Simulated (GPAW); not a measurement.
Crystal: SiC.

```
Si C
1.0
     3.07569    0.00000    0.00000
    -1.53785    2.66363    0.00000
     0.00000    0.00000   10.07065
Si C
4 4
Direct
  0.00000 0.00000 0.18789
  0.00000 0.00000 0.68789
  0.33333 0.66667 0.43784
  0.66667 0.33333 0.93784
  0.00000 0.00000 0.00046
  0.00000 0.00000 0.50046
  0.33333 0.66667 0.24980
  0.66667 0.33333 0.74980
```

The cell is a database's computed one.

Base run:

```yaml
Program: GPAW 26.7.0
Functional: C09-vdW
Potentials_or_basis: GPAW PAW data sets (gpaw-data 1.2.1)
Cutoff: 800 eV
Basis: pw
k_mesh: 6 × 6 × 2
Occupations: fermi-dirac, width 0.05 eV
Spin: no spin polarisation
```

Its results: band gap on the k mesh 2.19 eV, indirect (least direct gap 3.31 eV); largest force 0.009 eV/Å.

Problem. The run is repeated on the same cell with these changes: functional from C09-vdW to PBEsol; potentials or basis from GPAW PAW data sets (gpaw-data 1.2.1) to PAW data sets generated in the run's folder for this functional. What comes out?

Solution. Band gap on the k mesh 2.11 eV, indirect (least direct gap 3.24 eV); largest force 0.003 eV/Å.

Caveats: the PAW data sets were made with another functional, which shifts forces and pressure a little (some runs).
